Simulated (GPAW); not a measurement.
Crystal: TePb.

```xyz
2
Lattice="4.0023 0.0000 0.0000 0.0000 4.0023 0.0000 0.0000 0.0000 4.0023" Properties=species:S:1:pos:R:3 pbc="T T T"
Pb    0.0000    0.0000    0.0000
Te    2.0011    2.0011    2.0011
```

Measurements of this composition are mostly on another form, of space group No. 225.

| Property | Result |
| --- | --- |
| Program | GPAW 26.7.0 |
| Task | relaxation of cell and atoms |
| Functional | revPBE |
| Dispersion | D4 |
| Potentials or basis | the program's PAW data sets (release 1.2.1) made for this functional |
| Cutoff | 600 eV |
| Basis | pw |
| k mesh | 7 × 7 × 7 |
| Occupations | fermi-dirac, width 0.05 eV |
| Spin | no spin polarisation |

At the start: pressure 5.7 GPa; volume 32.05 Å³/atom.

Problem. Where does the relaxation end?

Solution. Over 6 steps the energy falls by 6.2 meV/atom and the volume is 32.42 Å³/atom (+1.2 %); space group Pm-3m (No. 221, to 0.05 Å).

Step by step:
```csv
step,energy change (eV),largest force (eV/Å),pressure (GPa),volume (Å³)
1,0.0000,0.0000,5.67,64.11
2,-0.0041,0.0000,-2.63,65.69
3,-0.0108,0.0000,-1.51,65.18
4,-0.0100,0.0000,2.30,64.51
5,-0.0123,0.0000,-0.40,64.91
6,-0.0124,0.0000,-0.08,64.85
```

Final structure:
```xyz
2
Lattice="4.0176 0.0000 0.0000 0.0000 4.0176 0.0000 0.0000 0.0000 4.0176" Properties=species:S:1:pos:R:3 pbc="T T T"
Pb    0.0000    0.0000    0.0000
Te    2.0088    2.0088    2.0088
```

Caveat: later steps reuse the first step's grids; pairwise dispersion overbinds metals, which lowers pressure and volume.
